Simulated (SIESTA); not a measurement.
The system is HfO2.

```
CELL_PARAMETERS angstrom
0.00000 2.55750 2.55750
2.55750 0.00000 2.55750
2.55750 2.55750 0.00000
ATOMIC_POSITIONS crystal
Hf 0.00000 0.00000 0.00000
O 0.75000 0.75000 0.75000
O 0.25000 0.25000 0.25000
```

Measurements of this composition are mostly on another form, of space group No. 14.

Base run:

```yaml
Program: SIESTA 5.4.2
Functional: vdW-DF-cx
Potentials_or_basis: PseudoDojo 0.4 standard (PBE files)
Basis: DZP (energy shift 0.003 Ry; two zetas on semicore shells)
Grid_cutoff: 800 Ry
Energy_shift: 0.003 Ry
k_mesh: 9 × 9 × 9
Occupations: fermi-dirac, width 0.05 eV
Spin: no spin polarisation
```

Its results: band gap on the k mesh 3.65 eV, indirect (least direct gap 3.77 eV); pressure -5.6 GPa.

Q: The run is repeated on the same cell with these changes: functional from vdW-DF-cx to RPBE. What comes out?

A: Band gap on the k mesh 3.80 eV, indirect (least direct gap 3.94 eV); pressure 4.4 GPa.

Caveats: short orbitals over semicore shells can move pressures by several GPa; the potentials were made for another functional, which shifts forces and pressure; spin-orbit coupling is left out, which moves the levels of the heavy elements; the basis of atomic orbitals isn't converged, which shifts pressures, moduli and gaps; the mesh misses the band edges, which the band path finds closer together (some runs).
